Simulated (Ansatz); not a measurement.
HgSe: equation of state with RPBE+D3(BJ)+ATM

**Measured values to compare with.**

From “The pseudo-binary mercury chalcogenide alloy HgSe0.7S0.3 at high pressure: a mechanism of the zinc blende/cinnabar reconstructive phase transition”, 2002, arxiv:cond-mat/0209548, for a bulk crystal of HgSe: bulk modulus 51.6 ± 0.2 GPa.

HgSe:

```
CELL_PARAMETERS angstrom
0.00000 3.03900 3.03900
3.03900 0.00000 3.03900
3.03900 3.03900 0.00000
ATOMIC_POSITIONS crystal
Hg 0.00000 0.00000 0.00000
Se 0.75000 0.75000 0.75000
```

| Item | Value |
| --- | --- |
| Program | Ansatz 0.2.0 |
| Task | equation of state |
| Functional | RPBE |
| Dispersion | D3(BJ)+ATM |
| Potentials or basis | Ansatz PAW |
| Cutoff | 420 eV |
| Density cutoff | 1680 eV |
| k mesh | 8 × 8 × 8 |
| Occupations | tetrahedron |
| Spin | spin-orbit coupling, no magnetisation |

- Equilibrium volume: 26.73 Å³/atom
- Bulk modulus: 63 GPa
- Pressure derivative of the bulk modulus: 4.8

Energy against volume, from the lowest point:
```tsv
volume (Å³/atom)	energy (meV/atom)
26.383	0.56
26.944	0.00
27.505	3.91
28.067	11.76
28.628	23.12
29.189	37.56
29.751	54.75
```

All runs of the series together: 110 s on 1 thread of Arm Neoverse V1, with other jobs on the host.

Measured bulk modulus of HgSe: 51.6 GPa (quoted in “The pseudo-binary mercury chalcogenide alloy HgSe0.7S0.3 at high pressure: a mechanism of the zinc blende/cinnabar reconstructive phase transition”, 2002, arxiv:cond-mat/0209548). This calculation gives 63 GPa (+23.0 %). The fit is for a static lattice scaled at fixed shape and fixed fractional positions.

Caveat: the potentials were made for another functional, which shifts forces and pressure.
